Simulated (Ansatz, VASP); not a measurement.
## Two plane-wave programs on Si

```
Si
1.0
    -3.51056    3.51056    1.72499
     3.51056   -3.51056    1.72499
     3.51056    3.51056   -1.72499
Si
4
Direct
  0.17880 0.17880 0.35760
  0.82120 0.82120 0.64240
  0.17880 0.82120 0.00000
  0.82120 0.17880 0.00000
```

Alike in both runs: task single point; functional PBEsol; k mesh 12 × 12 × 12; occupations gaussian, width 0.03 eV; no spin polarisation.

|  | VASP | Ansatz |
| --- | --- | --- |
| version | VASP 6.6.1 | Ansatz 0.2.0 |
| potentials or method | VASP PAW PBE potentials, release 64 (Si) | scalar-relativistic, plane waves, PAW |
| plane-wave cutoff (eV) | 520 | 420 |
| valence electrons in the cell | 16 | 16 |

|  | VASP | Ansatz | Ansatz less VASP |
| --- | --- | --- | --- |
| gap on the k mesh at the Fermi level (eV) | none | none | - |
| pressure (GPa) | 2.4 | 2.3 | -0.11 |
| largest component of the traceless stress (GPa) | 18.96 | 18.86 | -0.096 |
| rms of the force components (eV/Å) | 1.032 | 1.023 | -0.0092 |

Atom by atom the forces differ by 0.009 eV/Å (rms over components). A gap of «none» marks a metal or a gap that the smearing closes.

Caveats: the PAW data sets were made with another functional, which shifts forces and pressure a little (VASP).
